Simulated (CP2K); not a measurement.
Crystal: CdSe.

```xyz
2
Lattice="4.3420 0.0000 0.0000 2.1710 3.7603 0.0000 2.1710 1.2534 3.5452" Properties=species:S:1:pos:R:3 pbc="T T T"
Cd    0.0000    0.0000    0.0000
Se    2.1710    1.2534    0.8863
```

Measurements of this composition are mostly on another form, of space group No. 186.

Base run:

| Item | Value |
| --- | --- |
| Program | CP2K 2026.2 |
| Functional | r2SCAN |
| Potentials or basis | POTENTIAL_UZH Cd GTH-PBE-q12, Se GTH-PBE-q6; TZVP-MOLOPT-PBE-GTH basis |
| Density cutoff | 9184 eV |
| k mesh | 8 × 8 × 8 |
| Occupations | fermi-dirac, width 0.05 eV |
| Spin | no spin polarisation |

Its results: band gap on the k mesh 0.68 eV, direct; pressure -0.7 GPa.

After a change of settings the same cell gave: band gap on the k mesh 0.52 eV, direct; pressure 1.7 GPa. Which change was it?
A. functional from r2SCAN to LDA
B. functional from r2SCAN to PW91
C. functional from r2SCAN to RPBE

B.

r2SCAN gives the wider gap, since meta-GGAs in the generalised Kohn-Sham scheme recover part of the derivative discontinuity.

Caveats: the potentials were made for another functional, which shifts forces and pressure; the basis of atomic orbitals isn't converged, which shifts pressures, moduli and gaps.
